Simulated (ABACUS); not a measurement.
The system is BAs.

```
CELL_PARAMETERS angstrom
0.00000 2.38850 2.38850
2.38850 0.00000 2.38850
2.38850 2.38850 0.00000
ATOMIC_POSITIONS crystal
As 0.75000 0.75000 0.75000
B 0.00000 0.00000 0.00000
```

Base run:

- Program: ABACUS 3.10.1
- Functional: PBE
- Potentials or basis: PseudoDojo NC SR 0.4.1 PBE standard
- Cutoff: 1143 eV
- Density cutoff: 4572 eV
- Basis: plane waves
- k mesh: 10 × 10 × 10
- Occupations: fermi-dirac, width 0.05 eV
- Spin: no spin polarisation

Its results: band gap on the k mesh 1.20 eV, indirect (least direct gap 3.29 eV); pressure 2.7 GPa.

Question: The run is repeated on the same cell with these changes: cutoff from 1143 eV to 1361 eV; density cutoff from 4572 eV to 5442 eV; basis from plane waves to DZP LCAO (the cutoffs set its grid). What comes out?

Answer: Band gap on the k mesh 1.24 eV, indirect (least direct gap 3.32 eV); pressure 5.6 GPa.

Caveats: the atomic orbitals were generated for these runs and aren't a published set (some runs); the basis of atomic orbitals isn't converged, which shifts pressures, moduli and gaps (some runs).

A k mesh can miss the band edges.

Not every run made on this cell is shown here.
